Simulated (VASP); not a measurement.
# Mg2Si (Fm-3m) in VASP: notebook

One crystal, Mg2Si, is run at these levels: r2SCAN, r2SCAN+rVV10; tasks: relaxation of cell and atoms.

All numbers are computed with VASP 6.6.1; they aren't measurements. Logs are shortened: lines on timing, memory, paths and dates and some standing lists are left out, and cuts for length are marked.

## 1. The crystal as given

Symmetry: Fm-3m, No. 225, cubic system. The conventional cell has a = 6.340 Å, b = 6.340 Å, c = 6.340 Å, α = 90.00°, β = 90.00°, γ = 90.00°. Around Mg (site symmetry -43m) lie 4 Si at 2.75 Å. Around Si (site symmetry m-3m) lie 8 Mg at 2.75 Å.

The cell is a database's computed one.

## 2. Relaxation of cell and atoms, r2SCAN

Contents of INCAR:

```
PREC = Accurate
ENCUT = 600
EDIFF = 1E-7
ISMEAR = 0
SIGMA = 0.1
LREAL = F
LASPH = T
NELM = 100
ALGO = Normal
ISIF = 3
LWAVE = F
LCHARG = F
METAGGA = R2SCAN
LMIXTAU = T
IBRION = 2
NSW = 90
EDIFFG = -0.005
```

Contents of KPOINTS:

```
Automatic mesh
0
Gamma
  10 10 10
```

Contents of POSCAR:

```
Mg2Si
1.0
    0.0000000000      3.1698179200      3.1698179200
    3.1698179200      0.0000000000      3.1698179200
    3.1698179200      3.1698179200      0.0000000000
Mg Si
2 1
Direct
    0.2500000000      0.2500000000      0.2500000000
    0.7500000000      0.7500000000      0.7500000000
    0.0000000000      0.0000000000      0.0000000000
```

Potentials or basis: VASP PAW PBE potentials, release 64 (Mg, Si).

Launch:

```
$ cat potpaw_PBE.64/Mg/POTCAR potpaw_PBE.64/Si/POTCAR > POTCAR
$ mpirun -np 1 vasp_std > vasp.out
```

OUTCAR:

```text
PREC = Accurate
   ENCUT = 600
   EDIFF = 1E-7
   ISMEAR = 0
   LREAL = F
   LASPH = T
   NELM = 100
   ISIF = 3
   METAGGA = R2SCAN
   IBRION = 2
   NSW = 90
   EDIFFG = -0.005

 ion  position               nearest neighbor table
   1  0.250  0.250  0.250-   3 2.75   3 2.75   3 2.75   3 2.75   2 3.17   2 3.17   2 3.17   2 3.17
                             2 3.17   2 3.17
   2  0.750  0.750  0.750-   3 2.75   3 2.75   3 2.75   3 2.75   1 3.17   1 3.17   1 3.17   1 3.17
                             1 3.17   1 3.17
   3  0.000  0.000  0.000-   2 2.75   2 2.75   2 2.75   1 2.75   2 2.75   1 2.75   1 2.75   1 2.75

  LATTYP: Found a face centered cubic cell.
 ALAT       =     6.3396358400

  Lattice vectors:

 A1 = (   0.0000000000,   3.1698179200,   3.1698179200)
 A2 = (   3.1698179200,   0.0000000000,   3.1698179200)
 A3 = (   3.1698179200,   3.1698179200,   0.0000000000)

Analysis of symmetry for initial positions (statically):
=====================================================================
 Subroutine PRICEL returns:
 Original cell was already a primitive cell.

 Routine SETGRP: Setting up the symmetry group for a
 face centered cubic supercell.

 Subroutine GETGRP returns: Found 48 space group operations
 (whereof 48 operations were pure point group operations)
 out of a pool of 48 trial point group operations.

The static configuration has the point symmetry O_h .

Analysis of symmetry for dynamics (positions and initial velocities):
=====================================================================
 Subroutine PRICEL returns:
 Original cell was already a primitive cell.

 Routine SETGRP: Setting up the symmetry group for a
 face centered cubic supercell.

 Subroutine GETGRP returns: Found 48 space group operations
 (whereof 48 operations were pure point group operations)
 out of a pool of 48 trial point group operations.

The dynamic configuration has the point symmetry O_h .

 Subroutine INISYM returns: Found 48 space group operations
 (whereof 48 operations are pure point group operations),
 and found     1 'primitive' translations

----------------------------------------------------------------------------------------

                                     Primitive cell

  volume of cell :      63.6990

  direct lattice vectors                    reciprocal lattice vectors
     0.000000000  3.169817920  3.169817920    -0.157737767  0.157737767  0.157737767
     3.169817920  0.000000000  3.169817920     0.157737767 -0.157737767  0.157737767
     3.169817920  3.169817920  0.000000000     0.157737767  0.157737767 -0.157737767

  length of vectors
     4.482799493  4.482799493  4.482799493     0.273209826  0.273209826  0.273209826

  position of ions in fractional coordinates (direct lattice)
     0.250000000  0.250000000  0.250000000
     0.750000000  0.750000000  0.750000000
     0.000000000  0.000000000  0.000000000

  ion indices of the primitive-cell ions
   primitive index   ion index
                 1           1
                 2           2
                 3           3

----------------------------------------------------------------------------------------

 KPOINTS: Automatic mesh

Automatic generation of k-mesh.
 Grid dimensions read from file:
 generate k-points for:   10   10   10

 Generating k-lattice:

  Cartesian coordinates                     Fractional coordinates (reciprocal lattice)
    -0.015773777  0.015773777  0.015773777     0.100000000  0.000000000  0.000000000
     0.015773777 -0.015773777  0.015773777     0.000000000  0.100000000  0.000000000
     0.015773777  0.015773777 -0.015773777     0.000000000  0.000000000  0.100000000

  Length of vectors
     0.027320983  0.027320983  0.027320983

  Shift w.r.t. Gamma in fractional coordinates (k-lattice)
     0.000000000  0.000000000  0.000000000

 Subroutine IBZKPT returns following result:
 ===========================================

 Found     47 irreducible k-points:

 Following reciprocal coordinates:
            Coordinates               Weight
  0.000000  0.000000  0.000000      1.000000
  0.100000  0.000000  0.000000      8.000000
  0.200000  0.000000  0.000000      8.000000
  0.300000  0.000000  0.000000      8.000000
  0.400000  0.000000  0.000000      8.000000
  0.500000  0.000000  0.000000      4.000000
[... 16 lines left out ...]
  0.300000  0.300000  0.000000      6.000000
  0.400000  0.300000  0.000000     24.000000
 [... further k-points ...]
   k-points           NKPTS =     47   k-points in BZ     NKDIM =     47   number of bands    NBANDS=      8
   number of dos      NEDOS =    301   number of ions     NIONS =      3
   total plane-waves  NPLWV =  46656
   dimension x,y,z NGX =    36 NGY =   36 NGZ =   36
   dimension x,y,z NGXF=    72 NGYF=   72 NGZF=   72
   ions per type =               2   1
   NGX,Y,Z   is equivalent  to a cutoff of  13.35, 13.35, 13.35 a.u.
   NGXF,Y,Z  is equivalent  to a cutoff of  26.70, 26.70, 26.70 a.u.
 SYSTEM =  unknown system
   PREC   = accura    normal or accurate (medium, high low for compatibility)
   ISTART =      0    job   : 0-new  1-cont  2-samecut
   ICHARG =      2    charge: 1-file 2-atom 10-const
   ISPIN  =      1    spin polarized calculation?
   LNONCOLLINEAR =      F non collinear calculations
   LSORBIT =      F    spin-orbit coupling
   LASPH  =      T    aspherical Exc in radial PAW
   ENCUT  =  600.0 eV  44.10 Ry    6.64 a.u.   8.95  8.95  8.95*2*pi/ulx,y,z
   NELM   =    100;   NELMIN=  2; NELMDL= -5     # of ELM steps
   EDIFF  = 0.1E-06   stopping-criterion for ELM
   LREAL  =      F    real-space projection
   EDIFFG = -.5E-02   stopping-criterion for IOM
   NSW    =     90    number of steps for IOM
   IBRION =      2    ionic relax: 0-MD 1-quasi-New 2-CG
   NFREE  =      1    steps in history (QN), initial steepest desc. (CG)
   ISIF   =      3    stress and relaxation
   ISYM   =      2    0-nonsym 1-usesym 2-fastsym
   POTIM  = 0.5000    time-step for ionic-motion
   TEBEG  =    0.0;   TEEND  =   0.0 temperature during run
   PSTRESS=    0.0 pullay stress
   NELECT =       8.0000    total number of electrons
   NUPDOWN=      -1.0000    fix difference up-down
   EMIN   =  10.00;   EMAX   =-10.00  energy-range for DOS
   EFERMI =   0.00;   METHOD = LEGACY
   ISMEAR =     0;   SIGMA  =   0.10  broadening in eV -4-tet -1-fermi 0-gaus
   EFERMI_NEDOS =   21; number of points for ismear=-14 and -15
   IALGO  =     38    algorithm
   IMIX   =      4    mixing-type and parameters
     AMIX     =   0.40;   BMIX     =  1.00
     AMIX_MAG =   1.60;   BMIX_MAG =  1.00
  volume/ion in A,a.u.               =      21.23       143.29
  Fermi-wavevector in a.u.,A,eV,Ry     =   0.819836  1.549266  9.144906  0.672132
  Thomas-Fermi vector in A             =   1.930712
   LORBIT       =      0    0 simple, 1 ext, 2 COOP (PROOUT), +10 PAW based schemes
   METAGGA = R2SCAN    functional components
   LHFCALC =     F    Hartree Fock is set to
   AEXX    =    0.0000 exact exchange contribution
   IVDW    =     0    specifies the selected vdW correction
   LEPSILON=     F    determine dielectric tensor
   LRPA    =     F    only Hartree local field effects (RPA)
 conjugate gradient relaxation of ions
 non-spin polarized calculation
 Gauss-broadening in eV      SIGMA  =   0.10
  energy-cutoff  :      600.00
  volume of cell :       63.70
 maximum number of plane-waves:      2154
   NGX = 17   NGY = 17   NGZ = 17

--------------------------------------- Ionic step        1  -------------------------------------------

 number of electron       8.0000000 magnetization

 Free energy of the ion-electron system (eV)
  ---------------------------------------------------
  ext. energy  EPLUGINS =         0.00000000
  ---------------------------------------------------
  free energy    TOTEN  =       -17.68568349 eV

  energy without entropy =      -17.68568122  energy(sigma->0) =      -17.68568236

------------------------ aborting loop because EDIFF is reached ----------------------------------------

  FORCE on cell =-STRESS in cart. coord.  units (eV):
  Direction    XX          YY          ZZ          XY          YZ          ZX
  --------------------------------------------------------------------------------------
  -------------------------------------------------------------------------------------
  Total       -0.1298519     -0.1298519     -0.1298519      0.0000000     -0.0000000      0.0000000
  in kB       -3.2660735     -3.2660735     -3.2660735      0.0000000     -0.0000000      0.0000000
  external PRESSURE =      -3.2660735 kB  Pullay stress =       0.0000000 kB
[... 59 lines left out ...]
  energy  without entropy=      -17.6860584582  energy(sigma->0) =      -17.68605979

--------------------------------------- Ionic step        3  -------------------------------------------

 number of electron       8.0000000 magnetization

 Free energy of the ion-electron system (eV)
  ---------------------------------------------------
  ext. energy  EPLUGINS =         0.00000000
  ---------------------------------------------------
  free energy    TOTEN  =       -17.68606454 eV

  energy without entropy =      -17.68606192  energy(sigma->0) =      -17.68606323

 E-fermi :   3.8110     XC(G=0):  -9.2258

 val. band max:        3.5880831656   @ k =   0.0000   0.0000   0.0000
 cond. band min:       4.0318933660   @ k =   0.5000   0.5000   0.0000
 fundamental gap:      0.4438102004
 Fermi energy:         3.8110231825

 k-point     1 :       0.0000    0.0000    0.0000
  band No.  band energies     occupation
      1      -5.9770      2.00000
      2       3.5881      1.99838
      3       3.5881      1.99838
      4       3.5881      1.99838
      5       6.1149      0.00000
      6       6.4380      0.00000
      7       6.4380      0.00000
      8       6.4380      0.00000
[... 243 lines left out ...]
 k-point    24 :       0.4000    0.3000    0.0000
  band No.  band energies     occupation
      1      -4.5298      2.00000
      2      -0.0546      2.00000
      3       1.5048      2.00000
      4       1.8616      2.00000
      5       4.7080      0.00000
      6       5.2412      0.00000
      7       9.6231      0.00000
      8       9.6354      0.00000

 [... further k-points ...]

------------------------ aborting loop because EDIFF is reached ----------------------------------------

  FORCE on cell =-STRESS in cart. coord.  units (eV):
  Direction    XX          YY          ZZ          XY          YZ          ZX
  --------------------------------------------------------------------------------------
  -------------------------------------------------------------------------------------
  Total        0.0017445      0.0017445      0.0017445      0.0000000      0.0000000      0.0000000
  in kB        0.0441279      0.0441279      0.0441279      0.0000000      0.0000000      0.0000000
  external PRESSURE =       0.0441279 kB  Pullay stress =       0.0000000 kB
[... 18 lines left out ...]
  FREE ENERGIE OF THE ION-ELECTRON SYSTEM (eV)
  ---------------------------------------------------
  free  energy   TOTEN  =       -17.6860645369 eV

  energy  without entropy=      -17.6860619162  energy(sigma->0) =      -17.68606323

 reached required accuracy - stopping structural energy minimisation
```

Run time: 1.7 min. Hardware: 1 thread of Intel Xeon 6975P-C (Granite Rapids), shared host; peak memory 0.25 GiB.

What came out:

```yaml
Free_energy: -17.6861 eV
Relaxed_volume: 21.11 Å³/atom
Relaxed_cell: a = 4.474 Å, b = 4.474 Å, c = 4.474 Å, α = 60.00°, β = 60.00°, γ = 60.00°
Space_group_after_relaxing_to_0.05_Å: Fm-3m (No. 225)
Energy_gained_by_relaxing: 0.1 meV/atom
Ionic_steps: 3
Pressure_after_relaxing: 0.0 GPa
Band_gap_on_the_k_mesh: 0.44 eV, indirect (least direct gap 2.49 eV)
```

The path:
| step | energy change (eV) | largest force (eV/Å) | pressure (GPa) | volume (Å³) |
| --- | --- | --- | --- | --- |
| 1 | 0.0000 | 0.0000 | -0.33 | 63.70 |
| 2 | -0.0004 | 0.0000 | 0.04 | 63.30 |
| 3 | -0.0004 | 0.0000 | 0.00 | 63.34 |

Final structure:
```xyz
3
Lattice="0.0000 3.1638 3.1638 3.1638 0.0000 3.1638 3.1638 3.1638 0.0000" Properties=species:S:1:pos:R:3 pbc="T T T"
Mg    1.5819    1.5819    1.5819
Mg    4.7458    4.7458    4.7458
Si    0.0000    0.0000    0.0000
```

Caveat: the PAW data sets were made with another functional, which shifts forces and pressure a little.

## 3. Relaxation of cell and atoms, r2SCAN+rVV10

Changes to INCAR since step 2:

```diff
@@ -14,2 +14,6 @@
 LMIXTAU = T
+LUSE_VDW = T
+IVDW_NL = 2
+BPARAM = 11.95
+CPARAM = 0.0093
 IBRION = 2
```

KPOINTS is that of step 2.

POSCAR is that of step 2.

Potentials or basis: VASP PAW PBE potentials, release 64 (Mg, Si).

Launch:

```
$ cat potpaw_PBE.64/Mg/POTCAR potpaw_PBE.64/Si/POTCAR > POTCAR
$ mpirun -np 1 vasp_std > vasp.out
```

Wall time 3.6 min (1 thread of Intel Xeon 6975P-C (Granite Rapids), shared host); peak memory 0.42 GiB.

It converged, with:

* Free energy: -17.3635 eV
* Relaxed volume: 21.02 Å³/atom
* Relaxed cell: a = 4.468 Å, b = 4.468 Å, c = 4.468 Å, α = 60.00°, β = 60.00°, γ = 60.00°
* Space group after relaxing (to 0.05 Å): Fm-3m (No. 225)
* Energy gained by relaxing: 0.4 meV/atom
* Ionic steps: 3
* Pressure after relaxing: 0.0 GPa
* Band gap on the k mesh: 0.41 eV, indirect (least direct gap 2.46 eV)

The path:
```
step  energy change (eV)  largest force (eV/Å)  pressure (GPa)  volume (Å³)
   1              0.0000                0.0000           -0.59        63.70
   2             -0.0012                0.0000            0.07        62.98
   3             -0.0012                0.0000            0.01        63.06
```

Final structure:
```
Mg Si
1.0
     0.00000    3.15911    3.15911
     3.15911    0.00000    3.15911
     3.15911    3.15911    0.00000
Mg Si
2 1
Direct
  0.25000 0.25000 0.25000
  0.75000 0.75000 0.75000
  0.00000 0.00000 0.00000
```

Levels at points of the mesh, in eV from the valence-band top:
| k point | band 1 | band 2 | band 3 | band 4 | band 5 | band 6 | band 7 | band 8 |
| --- | --- | --- | --- | --- | --- | --- | --- | --- |
| (0.00, 0.00, 0.00) | -9.59 | 0.00 | 0.00 | 0.00 | 2.53 | 2.85 | 2.85 | 2.85 |
| (0.50, 0.00, 0.00) | -8.07 | -4.96 | -0.74 | -0.74 | 1.77 | 2.82 | 2.82 | 5.62 |
| (0.50, 0.50, 0.00) | -7.48 | -4.59 | -2.06 | -2.06 | 0.41 | 0.76 | 8.73 | 8.73 |

Caveat: the PAW data sets were made with another functional, which shifts forces and pressure a little. r2SCAN opens gaps a little over a GGA but as a rule still falls short of measured ones.
